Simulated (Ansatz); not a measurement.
# Platinum, omega (AlB2-type) under LDA: structure, energy and stiffness

Aim: take platinum in the omega (AlB2-type) structure, relax it, solve it on a dense k-mesh, then scale the cell to 7 volumes from 88 to 112 % of the relaxed one and try a fit of the equation of state. Spin polarisation is left out. The k-meshes are 8×8×12 for the relaxation; 11×11×16 for the dense run; 9×9×13 for the volumes.

Program: Ansatz 0.2.0. Level of theory: DFT LDA (PW92), plane waves (420 eV) with PAW, scalar-relativistic; PAW files made under PBE, frozen cores solved again for the functional. These are calculated values, not measurements.

## Step 1: The structure to begin with

The structure is hexagonal, space group P6/mmm (No. 191). The conventional cell has a = 4.402 Å, b = 4.402 Å, c = 2.698 Å, α = 90.00°, β = 90.00°, γ = 120.00°. Pt (site symmetry 6/mmm) is surrounded by 14 Pt at 2.70 to 2.88 Å. Pt (site symmetry -6m2) has 11 Pt at 2.54 to 2.88 Å as nearest neighbours.

Coordinates:

```cif
data_structure
_symmetry_space_group_name_H-M 'P6/mmm'
_symmetry_Int_Tables_number 191
_cell_length_a 4.4020
_cell_length_b 4.4020
_cell_length_c 2.6984
_cell_angle_alpha 90.000
_cell_angle_beta 90.000
_cell_angle_gamma 120.000
_cell_volume 45.28
loop_
_atom_site_label
_atom_site_type_symbol
_atom_site_symmetry_multiplicity
_atom_site_Wyckoff_symbol
_atom_site_fract_x
_atom_site_fract_y
_atom_site_fract_z
_atom_site_occupancy
Pt1 Pt 1 a 0.00000 0.00000 0.00000 1
Pt2 Pt 2 d 0.33333 0.66667 0.50000 1
```

## Step 2: Relaxation of the cell

Contents of input.yaml:

```yaml
crystal:
  lattice:
    - [4.4020276304, 0.0, 0.0]
    - [-2.2010138152, 3.8122677561, 0.0]
    - [0.0, 0.0, 2.6984429374]
  atoms:
    - { symbol: Pt, position: [0.0, 0.0, 0.0] }
    - { symbol: Pt, position: [0.3333333333, 0.6666666667, 0.5] }
    - { symbol: Pt, position: [0.6666666667, 0.3333333333, 0.5] }
hamiltonian:
  xc: lda
  pseudopotentials:
    kind: paw
    azcp:
      Pt: "pseudopotentials/Pt.paw.azcp"
basis:
  ecutwfc: 420
  fft_grid_basis: typed
kpoints:
  mp_grid: { grid: [8, 8, 12], shift: [0, 0, 0] }
magnetization:
  spin_polarized: false
scf:
  occupations: { method: fermi_dirac, width: 0.1 }
relax:
  max_steps: 60
  f_tol: 0.01
  cell: {}
```

What it wrote, shortened:

```text
Warning: <dir> the record states the generating functional pbe (its physics header spells it `PBE`), which answers neither for hamiltonian.xc's functional nor for the lda family's — results may be inconsistent (PPs are generated against a specific XC)
Warning: RAYON_NUM_THREADS=2 ignored (pool sized by the plan → 2); use --threads N
[...]
Pseudopotentials: kind: paw
Pseudopotential: Pt, paw, valence charge 18, recommended cutoff 420 eV (normal), <dir>
Functional definition: SPW92
[...]
Crystal: 3 atoms, lattice volume = 45.284 Å³
Basis set: ecut = 420 eV, 903 PW (Γ)
Bands: 33, of which v1, the nominal top of the filled ones, is band 27 counted from 1 (26 counted from 0)
Symmetry: 24 space group operations
Space group: P6/mmm (ITA 191), of the structure as read, at distance tolerance 3.6e-5 Å
k-points: 70 of 768
[...]
SCF iter   1: F=—  HF=-36734.525013 eV  |F-HF|=—  |Δ(HF+E_count)|=         —  Δρ=1.03e-2  dr2=2.47e-2  ethr=1.77e-3  ⟨swp⟩=5.4  Hψ=8503  notcnv=0  defer=17
[...]
relax step   1: F+E_penalty+E_count = -36734.52040872 eV  Δ(F+E_penalty+E_count) = +0.000e0 eV  max|allowed force component| = 2.961e-16 eV/Å  Δτ_max = 0.0000 Å  P = +0.732 GPa  Ω = 45.284 Å³  (6 SCF iters, dr2 threshold 1.00e-7 eV, accepted)
[...]
relax step   5: F+E_penalty+E_count = -36734.55014623 eV  Δ(F+E_penalty+E_count) = -5.131e-5 eV  max|allowed force component| = 8.018e-17 eV/Å  Δτ_max = 0.0000 Å  P = +0.001 GPa  Ω = 45.341 Å³  energy of the carried Pulay correction = -1.304e-5 eV  (6 SCF iters, dr2 threshold 3.00e-7 eV, accepted)
[...]
relax step   6: F+E_penalty+E_count = -36734.55014982 eV  Δ(F+E_penalty+E_count) = -3.581e-6 eV  max|allowed force component| = 7.401e-17 eV/Å  Δτ_max = 0.0000 Å  P = +0.000 GPa  Ω = 45.341 Å³  stress off target by 3.21e-3 GPa  SCF on the basis re-selected at this cell (its energy is not [...]
SCF converged after 9 iterations
Free energy (F): -36734.550150 eV
[...]
E sigma→0 (E₀):  -36734.473371 eV
Entropy (-TS):   -0.153558 eV (-51.186 meV/atom)
Fermi energy:    22.908902 eV
[...]
--- Forces (eV/Å), atoms counted from 1 ---
  atom   1  Pt    -0.00000000     0.00000000     0.00000000
  atom   2  Pt    -0.00000000    -0.00000000     0.00000000
  atom   3  Pt     0.00000000     0.00000000     0.00000000
[...]
--- Stress (GPa, compression-positive) ---
       -0.001149      -0.000000      -0.000000
       -0.000000      -0.001149      -0.000000
       -0.000000       0.000000       0.003206
  P = ⅓ Tr σ = 0.0003 GPa (0.003 kbar)
--- Relaxed structure (5 steps of the walk, 5 accepted, 1 SCFs on fresh bases) ---
  F+E_penalty+E_count = -36734.55014982 eV   max|allowed force component| = 7.401e-17 eV/Å   (the final SCF, on the basis selected at the relaxed cell)
  cell:  # Å, volume = 45.3405 Å³
    - [4.445844839567146, 1.4826220975325186e-32, -6.34276833168992e-34]
    - [-2.222922419783573, 3.8502145723491004, -5.958518394927321e-19]
    - [-5.832175480903176e-34, -4.2176265962585174e-19, 2.6487895863046305]
  atoms:
    - { symbol: Pt, position: [-1.6318010283169668e-34, -1.3191143431551507e-34, -7.930210903374206e-36] }
    - { symbol: Pt, position: [0.3333333333333333, 0.6666666666666666, 0.5] }
    - { symbol: Pt, position: [0.6666666666666665, 0.3333333333333333, 0.5] }
```

It took 5.4 s on 2 threads of an x86-64 CPU, shared host; peak memory 0.43 GiB.

The steps of the relaxation:

| step | energy change (meV/atom) | largest force (eV/Å) | pressure (GPa) | volume (Å³/atom) |
| --- | --- | --- | --- | --- |
| 1 | 0.00 | 0.0000 | 0.73 | 15.095 |
| 2 | -5.12 | 0.0000 | 0.02 | 15.122 |
| 3 | -9.78 | 0.0000 | -0.69 | 15.150 |
| 4 | -9.90 | 0.0000 | 0.36 | 15.095 |
| 5 | -9.91 | 0.0000 | 0.00 | 15.114 |
| 6 | -9.91 | 0.0000 | 0.00 | 15.114 |

Steps that repeat a cell are solved on a basis chosen anew, so their changes of energy are no gain of the relaxation.

Changes in the cell that was computed:

|  | before | after | change |
| --- | --- | --- | --- |
| a (Å) | 4.402 | 4.446 | +1.0 % |
| b (Å) | 4.402 | 4.446 | +1.0 % |
| c (Å) | 2.698 | 2.649 | -1.8 % |
| volume (Å³/atom) | 15.095 | 15.114 | +0.1 % |
| shortest distance (Å) | 2.542 | 2.567 | +1.0 % |
| space group (spins left aside) | P6/mmm | P6/mmm | same |

## Step 3: Dense single point

Contents of input.yaml:

```yaml
crystal:
  lattice:
    - [4.4458448396, 0.0, 0.0]
    - [-2.2229224198, 3.8502145723, 0.0]
    - [0.0, 0.0, 2.6487895863]
  atoms:
    - { symbol: Pt, position: [1.0, 1.0, 1.0] }
    - { symbol: Pt, position: [0.3333333333, 0.6666666667, 0.5] }
    - { symbol: Pt, position: [0.6666666667, 0.3333333333, 0.5] }
hamiltonian:
  xc: lda
  pseudopotentials:
    kind: paw
    azcp:
      Pt: "pseudopotentials/Pt.paw.azcp"
basis:
  ecutwfc: 420
  fft_grid_basis: typed
kpoints:
  mp_grid: { grid: [11, 11, 16], shift: [0, 0, 0] }
magnetization:
  spin_polarized: false
scf:
  occupations: { method: fermi_dirac, width: 0.1 }
```

What it wrote, shortened:

```text
Warning: <dir> the record states the generating functional pbe (its physics header spells it `PBE`), which answers neither for hamiltonian.xc's functional nor for the lda family's — results may be inconsistent (PPs are generated against a specific XC)
Warning: RAYON_NUM_THREADS=2 ignored (pool sized by the plan → 2); use --threads N
[...]
[... 3 set-up lines as earlier in the session ...]
[...]
Crystal: 3 atoms, lattice volume = 45.341 Å³
Basis set: ecut = 420 eV, 927 PW (Γ)
Bands: 33, of which v1, the nominal top of the filled ones, is band 27 counted from 1 (26 counted from 0)
[... 2 set-up lines as earlier in the session ...]
k-points: 144 of 1936
[...]
SCF iter   1: F=—  HF=-36734.540116 eV  |F-HF|=—  |Δ(HF+E_count)|=         —  Δρ=1.02e-2  dr2=2.27e-2  ethr=1.77e-3  ⟨swp⟩=5.2  Hψ=17110  notcnv=0  defer=33
[...]
SCF iter   6: F=-36734.536184 eV  HF=-36734.536184 eV  |F-HF|=1.15e-8  |Δ(HF+E_count)|=   1.25e-8  Δρ=6.36e-6  dr2=1.50e-8  ethr=1.85e-10  ⟨swp⟩=2.5  Hψ=9372  notcnv=0
[...]
SCF converged after 6 iterations
Free energy (F): -36734.536184 eV
[...]
E sigma→0 (E₀):  -36734.454269 eV
Entropy (-TS):   -0.163830 eV (-54.610 meV/atom)
Fermi energy:    22.897147 eV
[...]
```

It took 1.5 s on 2 threads of an x86-64 CPU, shared host; peak memory 0.46 GiB.

## Step 4: Volume × 0.88

input.yaml: that of step 3 with these lines changed.

```diff
@@ -2,5 +2,5 @@
   lattice:
-    - [4.4458448396, 0.0, 0.0]
-    - [-2.2229224198, 3.8502145723, 0.0]
-    - [0.0, 0.0, 2.6487895863]
+    - [4.2603818491, 0.0, 0.0]
+    - [-2.1301909246, 3.6895989112, 0.0]
+    - [0.0, 0.0, 2.5382926042]
   atoms:
@@ -19,3 +19,3 @@
 kpoints:
-  mp_grid: { grid: [11, 11, 16], shift: [0, 0, 0] }
+  mp_grid: { grid: [9, 9, 13], shift: [0, 0, 0] }
 magnetization:
@@ -24 +24,4 @@
   occupations: { method: fermi_dirac, width: 0.1 }
+  lower_state_search: "off"
+output:
+  stress: true
```

What it wrote, shortened:

```text
Warning: <dir> the record states the generating functional pbe (its physics header spells it `PBE`), which answers neither for hamiltonian.xc's functional nor for the lda family's — results may be inconsistent (PPs are generated against a specific XC)
Warning: RAYON_NUM_THREADS=2 ignored (pool sized by the plan → 2); use --threads N
[...]
[... 3 set-up lines as earlier in the session ...]
[...]
Crystal: 3 atoms, lattice volume = 39.900 Å³
Basis set: ecut = 420 eV, 759 PW (Γ)
Bands: 33, of which v1, the nominal top of the filled ones, is band 27 counted from 1 (26 counted from 0)
[... 1 set-up line as earlier in the session ...]
Space group: P6/mmm (ITA 191), of the structure as read, at distance tolerance 3.4e-5 Å
k-points: 84 of 1053
[...]
SCF iter   1: F=—  HF=-36733.763025 eV  |F-HF|=—  |Δ(HF+E_count)|=         —  Δρ=1.24e-2  dr2=3.56e-2  ethr=1.77e-3  ⟨swp⟩=5.6  Hψ=10467  notcnv=0  defer=14
[...]
SCF iter   6: F=-36733.756201 eV  HF=-36733.756201 eV  |F-HF|=1.35e-8  |Δ(HF+E_count)|=   2.75e-8  Δρ=7.37e-6  dr2=1.71e-8  ethr=1.85e-10  ⟨swp⟩=4.0  Hψ=9033  notcnv=0
[...]
SCF converged after 6 iterations
Free energy (F): -36733.756201 eV
[...]
E sigma→0 (E₀):  -36733.685149 eV
Entropy (-TS):   -0.142104 eV (-47.368 meV/atom)
Fermi energy:    27.116445 eV
[...]
--- Stress (GPa, compression-positive) ---
       51.470672      -0.000000      -0.000000
       -0.000000      51.470672      -0.000000
       -0.000000      -0.000000      53.079923
  P = ⅓ Tr σ = 52.0071 GPa (520.071 kbar)
```

Wall time 1.1 s (2 threads of an x86-64 CPU, shared host); peak memory 0.4 GiB.

## Step 5: Volume × 0.92

input.yaml: that of step 4 with these lines changed.

```diff
@@ -2,5 +2,5 @@
   lattice:
-    - [4.2603818491, 0.0, 0.0]
-    - [-2.1301909246, 3.6895989112, 0.0]
-    - [0.0, 0.0, 2.5382926042]
+    - [4.3239790141, 0.0, 0.0]
+    - [-2.161989507, 3.7446756716, 0.0]
+    - [0.0, 0.0, 2.5761831546]
   atoms:
```

What it wrote, shortened:

```text
Warning: <dir> the record states the generating functional pbe (its physics header spells it `PBE`), which answers neither for hamiltonian.xc's functional nor for the lda family's — results may be inconsistent (PPs are generated against a specific XC)
Warning: RAYON_NUM_THREADS=2 ignored (pool sized by the plan → 2); use --threads N
[...]
[... 3 set-up lines as earlier in the session ...]
[...]
Crystal: 3 atoms, lattice volume = 41.713 Å³
Basis set: ecut = 420 eV, 831 PW (Γ)
Bands: 33, of which v1, the nominal top of the filled ones, is band 27 counted from 1 (26 counted from 0)
[... 1 set-up line as earlier in the session ...]
Space group: P6/mmm (ITA 191), of the structure as read, at distance tolerance 3.5e-5 Å
k-points: 84 of 1053
[...]
SCF iter   1: F=—  HF=-36734.222628 eV  |F-HF|=—  |Δ(HF+E_count)|=         —  Δρ=1.16e-2  dr2=3.04e-2  ethr=1.77e-3  ⟨swp⟩=5.7  Hψ=10453  notcnv=0  defer=9
[...]
SCF iter   6: F=-36734.216679 eV  HF=-36734.216679 eV  |F-HF|=1.42e-8  |Δ(HF+E_count)|=   1.14e-8  Δρ=7.01e-6  dr2=1.74e-8  ethr=1.50e-10  ⟨swp⟩=2.4  Hψ=10380  notcnv=0
[...]
SCF converged after 6 iterations
Free energy (F): -36734.216679 eV
[...]
E sigma→0 (E₀):  -36734.141983 eV
Entropy (-TS):   -0.149391 eV (-49.797 meV/atom)
Fermi energy:    25.589181 eV
[...]
--- Stress (GPa, compression-positive) ---
       29.751313       0.000000      -0.000000
        0.000000      29.751313      -0.000000
       -0.000000      -0.000000      31.263562
  P = ⅓ Tr σ = 30.2554 GPa (302.554 kbar)
```

Run time: 1.1 s. Hardware: 2 threads of an x86-64 CPU, shared host; peak memory 0.41 GiB.

(Part 1 of 2 ends here.)
